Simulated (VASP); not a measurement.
# Te2Mo in VASP: further runs, part 2 of 2

VASP 6.6.1.

### Step 3. Relaxation of cell and atoms, PBE+D3(BJ)

This run uses another cell than the first one, of 51.08 Å³/atom, 1.011 times its volume.

INCAR reads:

```
  PREC = Accurate
  ENCUT = 600
  EDIFF = 1E-6
  ISMEAR = 0
  SIGMA = 0.03
  LREAL = False
  LASPH = True
  NELM = 80
  ALGO = Normal
  ISIF = 3
  LWAVE = False
  LCHARG = False
  GGA = PE
  IVDW = 12
  IBRION = 2
  NSW = 90
  EDIFFG = -0.01
  LATTICE_CONSTRAINTS = .TRUE. .TRUE. .FALSE.
  KPAR = 8
```

KPOINTS reads:

```
regular mesh
0
Gamma
  12 12 1
```

POSCAR reads:

```
Te2Mo
1.0
    3.5182000000      0.0000000000      0.0000000000
   -1.7591000000      3.0468505800      0.0000000000
    0.0000000000      0.0000000000     28.5919888000
Te Mo
4 2
Direct
    0.3333333300      0.6666666700      0.3147734900
    0.3333333300      0.6666666700      0.4408643600
    0.6666666700      0.3333333300      0.5591356400
    0.6666666700      0.3333333300      0.6852265100
    0.6666666700      0.3333333300      0.3778189200
    0.3333333300      0.6666666700      0.6221810800
```

Potentials or basis: VASP PAW PBE potentials, release 64 (Te, Mo_sv).

Command:

```sh
> cat potpaw_PBE.64/Te/POTCAR potpaw_PBE.64/Mo_sv/POTCAR > POTCAR
> mpirun -np 8 vasp_std > vasp.out
```

OUTCAR:

```text
PREC = Accurate
   ENCUT = 600
   EDIFF = 1E-6
   ISMEAR = 0
   LREAL = False
   LASPH = True
   NELM = 80
   ISIF = 3
   GGA = PE
   IVDW = 12
   IBRION = 2
   NSW = 90
   EDIFFG = -0.01
 IVDW          = 12

 ion  position               nearest neighbor table
   1  0.333  0.667  0.315-   5 2.72   5 2.72   5 2.72   2 3.61
   2  0.333  0.667  0.441-   5 2.72   5 2.72   5 2.72   1 3.61
   3  0.667  0.333  0.559-   6 2.72   6 2.72   6 2.72   4 3.61
   4  0.667  0.333  0.685-   6 2.72   6 2.72   6 2.72   3 3.61
   5  0.667  0.333  0.378-   1 2.72   1 2.72   1 2.72   2 2.72   2 2.72   2 2.72
   6  0.333  0.667  0.622-   4 2.72   4 2.72   4 2.72   3 2.72   3 2.72   3 2.72

  LATTYP: Found a hexagonal cell.
 ALAT       =     3.5182000000
 C/A-ratio  =     8.1268798818

  Lattice vectors:

 A1 = (   3.5182000000,   0.0000000000,   0.0000000000)
 A2 = (  -1.7591000000,   3.0468505800,   0.0000000000)
 A3 = (   0.0000000000,   0.0000000000,  28.5919888000)

Analysis of symmetry for initial positions (statically):
=====================================================================
 Subroutine PRICEL returns:
 Original cell was already a primitive cell.

 Routine SETGRP: Setting up the symmetry group for a
 hexagonal supercell.

 Subroutine GETGRP returns: Found 12 space group operations
 (whereof 12 operations were pure point group operations)
 out of a pool of 24 trial point group operations.

The static configuration has the point symmetry D_3d.

Analysis of symmetry for dynamics (positions and initial velocities):
=====================================================================
 Subroutine PRICEL returns:
 Original cell was already a primitive cell.

 Routine SETGRP: Setting up the symmetry group for a
 hexagonal supercell.

 Subroutine GETGRP returns: Found 12 space group operations
 (whereof 12 operations were pure point group operations)
 out of a pool of 24 trial point group operations.

The dynamic configuration has the point symmetry D_3d.

 Subroutine INISYM returns: Found 12 space group operations
 (whereof 12 operations are pure point group operations),
 and found     1 'primitive' translations
[... 109 lines left out ...]
   NUPDOWN=      -1.0000    fix difference up-down
   EMIN   =  10.00;   EMAX   =-10.00  energy-range for DOS
   EFERMI =   0.00;   METHOD = LEGACY
   ISMEAR =     0;   SIGMA  =   0.03  broadening in eV -4-tet -1-fermi 0-gaus
   EFERMI_NEDOS =   21; number of points for ismear=-14 and -15
   IALGO  =     38    algorithm
   IMIX   =      4    mixing-type and parameters
     AMIX     =   0.40;   BMIX     =  1.00
     AMIX_MAG =   1.60;   BMIX_MAG =  1.00
  volume/ion in A,a.u.               =      51.08       344.72
  Fermi-wavevector in a.u.,A,eV,Ry     =   0.906297  1.712653 11.175478  0.821374
  Thomas-Fermi vector in A             =   2.029968
   LORBIT       =      0    0 simple, 1 ext, 2 COOP (PROOUT), +10 PAW based schemes
   GGA     = PE    functional components
   LHFCALC =     F    Hartree Fock is set to
   AEXX    =    0.0000 exact exchange contribution
   IVDW    =    12    specifies the selected vdW correction
   LEPSILON=     F    determine dielectric tensor
   LRPA    =     F    only Hartree local field effects (RPA)
 conjugate gradient relaxation of ions
 non-spin polarized calculation
 Gauss-broadening in eV      SIGMA  =   0.03
  energy-cutoff  :      600.00
  volume of cell :      306.49
 maximum number of plane-waves:     10265
   NGX = 15   NGY = 15   NGZ =115

--------------------------------------- Ionic step        1  -------------------------------------------

 number of electron      51.9999999 magnetization

 Free energy of the ion-electron system (eV)
  ---------------------------------------------------
  ext. energy  EPLUGINS =         0.00000000
  ---------------------------------------------------
  free energy    TOTEN  =       -36.00643215 eV

  energy without entropy =      -36.00643215  energy(sigma->0) =      -36.00643215

------------------------ aborting loop because EDIFF is reached ----------------------------------------

 Edisp (eV)   -2.79434

 E8    (eV) :    -1.3237
[... 117 lines left out ...]
  FREE ENERGIE OF THE ION-ELECTRON SYSTEM (eV)
  ---------------------------------------------------
  free  energy   TOTEN  =       -38.8089989903 eV

  energy  without entropy=      -38.8089989903  energy(sigma->0) =      -38.80899899

[... ionic steps 4 to 18 ...]

--------------------------------------- Ionic step       19  -------------------------------------------

 number of electron      51.9999998 magnetization

------------------------ aborting loop because EDIFF is reached ----------------------------------------
[... 83 lines left out ...]
--------------------------------------- Ionic step       21  -------------------------------------------

 number of electron      51.9999998 magnetization

 Free energy of the ion-electron system (eV)
  ---------------------------------------------------
  ext. energy  EPLUGINS =         0.00000000
  ---------------------------------------------------
  free energy    TOTEN  =       -35.96433304 eV

  energy without entropy =      -35.96433304  energy(sigma->0) =      -35.96433304

 E-fermi :   1.8493     XC(G=0):  -5.5122

 val. band max:        1.6685012327   @ k =   0.0000   0.0000   0.0000
 cond. band min:       2.5520808513   @ k =   0.2500   0.1667   0.0000
 fundamental gap:      0.8835796185
 Fermi energy:         1.8492916603

 k-point     1 :       0.0000    0.0000    0.0000
  band No.  band energies     occupation
      1     -59.1358      2.00000
      2     -59.1358      2.00000
      3     -33.3142      2.00000
      4     -33.3142      2.00000
      5     -33.1696      2.00000
      6     -33.1696      2.00000
[... 672 lines left out ...]
  FREE ENERGIE OF THE ION-ELECTRON SYSTEM (eV)
  ---------------------------------------------------
  free  energy   TOTEN  =       -38.8153352852 eV

  energy  without entropy=      -38.8153352852  energy(sigma->0) =      -38.81533529

 reached required accuracy - stopping structural energy minimisation
```

CONTCAR:

```text
Te2Mo
   1.00000000000000
     3.4982058938412490   -0.0000000000000000    0.0000000000000000
    -1.7491029469206247    3.0295351760645417    0.0000000000000000
     0.0000000000000000    0.0000000000000000   28.5919887999999993
  Te              Mo
     4     2
Direct
     0.3333333300000021    0.6666666699999979    0.3164948319566430
     0.3333333300000021    0.6666666699999979    0.4437063093689081
     0.6666666699999979    0.3333333300000021    0.5562936906310920
     0.6666666699999979    0.3333333300000021    0.6835051680433571
     0.6666666699999979    0.3333333300000021    0.3800584649179590
     0.3333333300000021    0.6666666699999979    0.6199415350820409

  0.00000000E+00  0.00000000E+00  0.00000000E+00
  0.00000000E+00  0.00000000E+00  0.00000000E+00
  0.00000000E+00  0.00000000E+00  0.00000000E+00
  0.00000000E+00  0.00000000E+00  0.00000000E+00
  0.00000000E+00  0.00000000E+00  0.00000000E+00
  0.00000000E+00  0.00000000E+00  0.00000000E+00
```

Wall time 12 min (8 MPI ranks of Intel Xeon Platinum 8488C (Sapphire Rapids), shared host); peak memory 0.65 GiB.

Results:

* Free energy: -38.8153 eV
* Relaxed volume: 50.50 Å³/atom
* Relaxed cell: a = 3.498 Å, b = 3.498 Å, c = 28.592 Å, α = 90.00°, β = 90.00°, γ = 120.00°
* Space group after relaxing (to 0.05 Å): P-3m1 (No. 164)
* Energy gained by relaxing: 2.4 meV/atom
* Ionic steps: 21
* Largest force after relaxing: 0.007 eV/Å
* Band gap on the k mesh: 0.88 eV, indirect (least direct gap 1.15 eV)
* Dispersion energy per atom: -0.475 eV

Forces in eV/Å, atoms in the order of the input:
```
Te   0.000  0.000 -0.007
Te   0.000  0.000  0.006
Te   0.000  0.000 -0.006
Te   0.000  0.000  0.007
Mo   0.000  0.000  0.005
Mo   0.000  0.000 -0.005
```

The path:
```
step  energy change (eV)  largest force (eV/Å)  pressure (GPa)  volume (Å³)
   1              0.0000                0.2034           -0.09       306.49
   2             -0.0067                0.1417            0.05       304.03
   3             -0.0082                0.0984            0.16       302.14
   4             -0.0094                0.0938           -0.25       302.83
   5             -0.0099                0.0299           -0.10       302.58
   6             -0.0099                0.0291           -0.10       302.59
   7             -0.0101                0.0322           -0.10       302.60
   8             -0.0105                0.0451           -0.09       302.61
   9             -0.0108                0.1032           -0.05       302.63
  10             -0.0108                0.1017           -0.05       302.64
  11             -0.0109                0.1009           -0.05       302.65
  12             -0.0111                0.0988           -0.04       302.68
  13             -0.0115                0.0962           -0.04       302.73
  14             -0.0121                0.0892           -0.04       302.84
  15             -0.0132                0.0792           -0.02       303.05
  16             -0.0142                0.0647            0.02       303.48
  17             -0.0142                0.0614            0.03       303.55
  18             -0.0145                0.0250            0.01       303.48
  19             -0.0145                0.0212           -0.02       303.45
  20             -0.0145                0.0143           -0.01       303.23
  21             -0.0146                0.0072            0.00       303.02
```

Final structure:
```
CELL_PARAMETERS angstrom
3.49821 0.00000 0.00000
-1.74910 3.02954 0.00000
0.00000 0.00000 28.59199
ATOMIC_POSITIONS crystal
Te 0.33333 0.66667 0.31649
Te 0.33333 0.66667 0.44371
Te 0.66667 0.33333 0.55629
Te 0.66667 0.33333 0.68351
Mo 0.66667 0.33333 0.38006
Mo 0.33333 0.66667 0.61994
```

Levels at points of the mesh, in eV from the valence-band top:
| k point | band 22 | band 23 | band 24 | band 25 | band 26 | band 27 | band 28 | band 29 | band 30 | band 31 |
| --- | --- | --- | --- | --- | --- | --- | --- | --- | --- | --- |
| (0.00, 0.00, 0.00) | -0.99 | -0.96 | -0.96 | -0.88 | 0.00 | 2.96 | 2.96 | 3.08 | 3.08 | 3.26 |
| (0.50, 0.00, 0.00) | -1.87 | -0.98 | -0.96 | -0.48 | -0.28 | 1.33 | 1.37 | 1.56 | 1.77 | 2.83 |

Caveat: spin-orbit coupling is left out, which moves the levels of the heavy elements.
